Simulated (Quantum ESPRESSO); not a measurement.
Be: phonon spectrum and thermodynamics under several settings

```xyz
2
Lattice="2.2853 0.0000 0.0000 -1.1426 1.9791 0.0000 0.0000 0.0000 3.5842" Properties=species:S:1:pos:R:3 pbc="T T T"
Be    1.1427    0.6597    2.6882
Be    0.0000    1.3194    0.8961
```

All runs used Quantum ESPRESSO 7.5; k mesh 10 × 10 × 6; relaxed cell; no spin polarisation; cutoff 612 eV; occupations cold, width 0.2 eV; q mesh 2 × 2 × 2.

| level | potentials | volume (Å³/atom) | pressure (GPa) | highest frequency (cm⁻¹) | zero-point energy (meV/atom) | entropy at room temperature (k_B/atom) |
| --- | --- | --- | --- | --- | --- | --- |
| LDA | GBRV 1.5 LDA | ? | -0.1 | ? | ? | ? |
| PBE | GBRV 1.5 PBE | 7.97 | 0.0 | 702 | 92.8 | 1.11 |
| PBEsol | GBRV 1.5 PBEsol | 7.89 | 0.0 | 710 | 93.9 | 1.08 |

Task: What stands in the row left open?

Result: Volume 7.59 Å³/atom; highest frequency 723 cm⁻¹; zero-point energy 95.9 meV/atom; entropy at room temperature 1.04 k_B/atom.

Caveats: the mesh is thin for the phonons of a metal; before the sum rule the acoustic modes lie tens of cm⁻¹ from zero, a sign that the density grid also shifts the optical modes (some runs).

For the row left open. Caveat: the k mesh is coarse; the mesh is thin for the phonons of a metal; before the sum rule the acoustic modes lie tens of cm⁻¹ from zero, a sign that the density grid also shifts the optical modes; the q mesh is small, so phonon branches between its points and thermal values are rough.
